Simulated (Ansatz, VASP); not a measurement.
**One calculation of Lu, two programs**

The input INCAR:

```
ALGO = Fast
EDIFF = 1E-6
ENCUT = 520
GGA = PE
ISIF = 2
ISMEAR = -1
LASPH = T
LCHARG = F
LREAL = F
LWAVE = F
NBANDS = 18
NELM = 80
PREC = Accurate
SIGMA = 0.02
```

The input KPOINTS:

```
k-points
0
Gamma
  4 4 4
```

Contents of POSCAR:

```
Lu
1.0
   -1.9541071088      1.9541071088      1.9541071088
    1.9541071088     -1.9541071088      1.9541071088
    1.9541071088      1.9541071088     -1.9541071088
Lu
1
Direct
    0.0000000000      0.0000000000      0.0000000000
```

File input.yaml:

```yaml
crystal:
  lattice:
    - [-1.9541071088, 1.9541071088, 1.9541071088]
    - [1.9541071088, -1.9541071088, 1.9541071088]
    - [1.9541071088, 1.9541071088, -1.9541071088]
  atoms:
    - { symbol: Lu, position: [0.0, 0.0, 0.0] }
kpoints:
  mp_grid: { grid: [4, 4, 4] }
scf:
  occupations: { method: fermi_dirac, width: 0.02 }
hamiltonian:
  xc: pbe
  pseudopotentials: { kind: all_electron, lapw: { basis_error: 0.002 } }
output:
  forces: true
  stress: true
  eigenvalues: true
```

This isn't the form of Lu at room conditions, which is hcp.

Alike in both runs: task single point; functional PBE; k mesh 4 × 4 × 4; occupations fermi-dirac, width 0.02 eV; no spin polarisation.

|  | VASP | Ansatz |
| --- | --- | --- |
| version | VASP 6.6.1 | Ansatz 0.2.0 |
| potentials or method | VASP PAW PBE potentials, release 64 (Lu) | all-electron LAPW, scalar-relativistic |
| plane-wave cutoff (eV) | 520 | see its input |

|  | VASP | Ansatz | Ansatz less VASP |
| --- | --- | --- | --- |
| gap on the k mesh at the Fermi level (eV) | none | none | - |
| pressure (GPa) | -0.5 | -0.7 | -0.19 |

A gap of «none» marks a metal or a gap that the smearing closes. Ansatz ran all-electron here, so the differences hold the error of VASP's frozen core and of both bases.

Caveats: the k mesh is coarse (spacing up to 0.57 Å⁻¹), so the values aren't converged. The runs have no spin-orbit coupling, so splittings on Lu are missing.
